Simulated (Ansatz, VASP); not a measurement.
**One calculation of La, two programs**

INCAR

```
SYSTEM = La
  PREC = Accurate
  ENCUT = 520
  EDIFF = 1E-6
  ISMEAR = -1
  SIGMA = 0.05
  LREAL = .FALSE.
  LASPH = .TRUE.
  NELM = 100
  ALGO = Normal
  ISIF = 2
  LWAVE = .FALSE.
  LCHARG = .FALSE.
  GGA = PE
  NBANDS = 18
```

Contents of KPOINTS:

```
Automatic mesh
0
G
  11 11 6
  0 0 0
```

File POSCAR:

```
La
1.0
    3.7500020507      0.0000000000      0.0000000000
   -1.8750010253      3.2475970401      0.0000000000
    0.0000000000      0.0000000000      6.0700000000
La
2
Direct
    0.3454759793      0.6755557005      0.2547558484
    0.6666666667      0.3333333333      0.7500000000
```

Input for Ansatz:

```yaml
crystal:
  lattice:
    - [3.7500020507, 0.0, 0.0]
    - [-1.8750010253, 3.2475970401, 0.0]
    - [0.0, 0.0, 6.07]
  atoms:
    - { symbol: La, position: [0.3454759793, 0.6755557005, 0.2547558484] }
    - { symbol: La, position: [0.6666666667, 0.3333333333, 0.75] }
kpoints:
  mp_grid: { grid: [11, 11, 6] }
scf:
  occupations: { method: fermi_dirac, width: 0.05 }
hamiltonian:
  xc: pbe
  pseudopotentials: { kind: all_electron, lapw: { basis_error: 0.00025 } }
output:
  forces: true
  stress: true
  eigenvalues: true
```

Alike in both runs: task single point; functional PBE; k mesh 11 × 11 × 6; occupations fermi-dirac, width 0.05 eV; no spin polarisation.

|  | VASP | Ansatz |
| --- | --- | --- |
| version | VASP 6.6.1 | Ansatz 0.2.0 |
| potentials or method | VASP PAW PBE potentials, release 64 (La) | all-electron LAPW, scalar-relativistic |
| plane-wave cutoff (eV) | 520 | see its input |

|  | VASP | Ansatz | Ansatz less VASP |
| --- | --- | --- | --- |
| pressure (GPa) | 0.5 | 0.5 | -0.05 |
| largest component of the traceless stress (GPa) | 0.13 | 0.13 | +0.002 |
| rms of the force components (eV/Å) | 0.023 | 0.023 | +0.0004 |

Atom by atom the forces differ by 0.000 eV/Å (rms over components). Ansatz ran all-electron here, so the differences hold the error of VASP's frozen core and of both bases.

The runs have no spin-orbit coupling, so splittings on La are missing.
